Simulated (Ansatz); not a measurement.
# KF: the cost of one run

Computed with Ansatz 0.2.0 (DFT r2SCAN, scalar-relativistic, plane waves, PAW, unless a step's input says otherwise).

### 1 The starting structure

The structure is cubic, space group Fm-3m (No. 225). Conventional cell: a = 5.347 Å, b = 5.347 Å, c = 5.347 Å, α = 90.00°, β = 90.00°, γ = 90.00°. Around K (site symmetry m-3m) lie 6 F at 2.67 Å. F (site symmetry m-3m) is surrounded by 6 K at 2.67 Å.

Structure file:

```
K F
1.0
     0.00000    2.67350    2.67350
     2.67350    0.00000    2.67350
     2.67350    2.67350    0.00000
K F
1 1
Direct
  0.00000 0.00000 0.00000
  0.50000 0.50000 0.50000
```

No relaxation comes first: the listed cell is the starting point.

### 2 Zero of energy

Reference values: F = -2355.1906 eV; pressure -0.55 GPa; largest force 0.000 eV/Å; gap on the mesh 6.82 eV. It was computed beforehand with the settings of the runs below.

### 3 Setting up a two-dimensional strain map

The cell is strained by p along both x and y and by q along z, with fractional coordinates fixed.

### 4 Point p = -0.030, q = -0.030

The input, input.yaml:

```yaml
crystal:
  lattice:
    - [0.0, 2.593295, 2.593295]
    - [2.593295, 0.0, 2.593295]
    - [2.593295, 2.593295, 0.0]
  atoms:
    - { symbol: K, position: [0.0, 0.0, 0.0] }
    - { symbol: F, position: [0.5, 0.5, 0.5] }
basis:
  ecutwfc: 500
kpoints:
  mp_grid: { grid: [8, 8, 8] }
hamiltonian:
  xc: r2scan
scf:
  occupations: { method: gaussian, width: 0.05 }
output:
  forces: true
  stress: true
  eigenvalues: true
```

Command:

```console
$ ansatz run input.yaml --threads 1 --pin off --max-ram 2560MiB --backend cpu --events-out ev --progress --plain --runs-dir out
```

What time and memory should one allow on 1 thread of Arm Neoverse V2, shared host?

About 1.8 s, with a peak of 0.33 GiB.
